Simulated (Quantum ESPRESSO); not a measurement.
The system is Y.

```
CELL_PARAMETERS angstrom
3.64740 0.00000 0.00000
-1.82370 3.15874 0.00000
0.00000 0.00000 5.73060
ATOMIC_POSITIONS crystal
Y 0.66667 0.33333 0.75000
Y 0.33333 0.66667 0.25000
```

- Program: Quantum ESPRESSO 7.5
- Task: single point
- Functional: PBEsol
- Potentials or basis: GBRV 1.5 PBEsol
- Cutoff: 612 eV
- Density cutoff: 4898 eV
- k mesh: 8 × 8 × 5
- Occupations: fermi-dirac, width 0.05 eV
- Spin: no spin polarisation

On this cell: pressure -2.1 GPa; largest force under 0.003 eV/Å; band gap on the k mesh none (metal or under the smearing width).

The same run follows on a disturbed copy (atoms moved at random, drawn with an rms of 0.05 Å):

```
CELL_PARAMETERS angstrom
3.64740 0.00000 0.00000
-1.82370 3.15874 0.00000
0.00000 0.00000 5.73060
ATOMIC_POSITIONS crystal
Y 0.67008 0.32178 0.75123
Y 0.33051 0.67413 0.25563
```

What changes?

The energy (extrapolated to zero smearing) moves by +2.2 meV/atom; pressure -2.1 GPa; largest force 0.117 eV/Å; band gap on the k mesh none (metal or under the smearing width).

Forces in eV/Å, atoms in the order of the input:
```
Y   -0.059  0.066  0.077
Y    0.059 -0.066 -0.077
```

Stress tensor (GPa, compression positive):
```
-2.11  0.17 -0.02
 0.17 -1.76  0.02
-0.02  0.02 -2.32
```
